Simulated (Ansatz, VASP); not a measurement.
This is a calculation of MgS (Niningerite) for VASP 6.6.1.

File INCAR:

```
PREC = Accurate
ENCUT = 520
EDIFF = 1E-7
ISMEAR = -1
SIGMA = 0.05
LREAL = F
LASPH = T
NELM = 60
ALGO = Normal
ISIF = 2
LWAVE = F
LCHARG = F
GGA = PE
NBANDS = 11
```

Contents of KPOINTS:

```
regular mesh
0
Gamma
  9 9 9
```

Contents of POSCAR:

```
MgS
1.0
    0.0000000000      2.5485401997      2.5485401997
    2.5485401997      0.0000000000      2.5485401997
    2.5485401997      2.5485401997      0.0000000000
S Mg
1 1
Direct
    0.5000000000      0.5000000000      0.5000000000
    0.0000000000      0.0000000000      0.0000000000
```

Potentials or basis: VASP PAW PBE potentials, release 64 (S, Mg).

Command:

```bash
$ cat potpaw_PBE.64/S/POTCAR potpaw_PBE.64/Mg/POTCAR > POTCAR
$ mpirun -np 1 vasp_std > vasp.out
```

Q: Translate it to Ansatz 0.2.0. Potentials there: Ansatz PAW.

A: As run (the cutoff follows the program's own potentials):

The input input.yaml:

```yaml
crystal:
  lattice:
    - [0.0, 2.5485401997, 2.5485401997]
    - [2.5485401997, 0.0, 2.5485401997]
    - [2.5485401997, 2.5485401997, 0.0]
  atoms:
    - { symbol: S, position: [0.5, 0.5, 0.5] }
    - { symbol: Mg, position: [0.0, 0.0, 0.0] }
hamiltonian:
  xc: pbe
  pseudopotentials: { kind: paw }
kpoints:
  mp_grid: { grid: [9, 9, 9] }
scf:
  occupations: { method: fermi_dirac, width: 0.05 }
output:
  forces: true
  stress: true
  eigenvalues: true
```

Potentials or basis: Ansatz PAW.

Command:

```console
$ ansatz run input.yaml --threads 1 --pin off --max-ram 3584MiB --backend cpu --events-out ev --progress --plain --runs-dir out
```

Both were run:

|  | VASP | Ansatz | Ansatz less VASP |
| --- | --- | --- | --- |
| gap on the k mesh at the Fermi level (eV) | 3.04 | 3.05 | +0.010 |
| least direct gap on the mesh (eV) | 4.22 | 4.23 | +0.010 |
| pressure (GPa) | 6.4 | 6.7 | +0.32 |

The two sets of potentials don't hold the same shells in valence.

Caveats: an odd mesh through Γ misses points on the zone boundary, where band edges often lie (VASP); odd divisions of the mesh miss points on the zone boundary, where band edges often lie, so the gap on the mesh can be too wide (Ansatz).
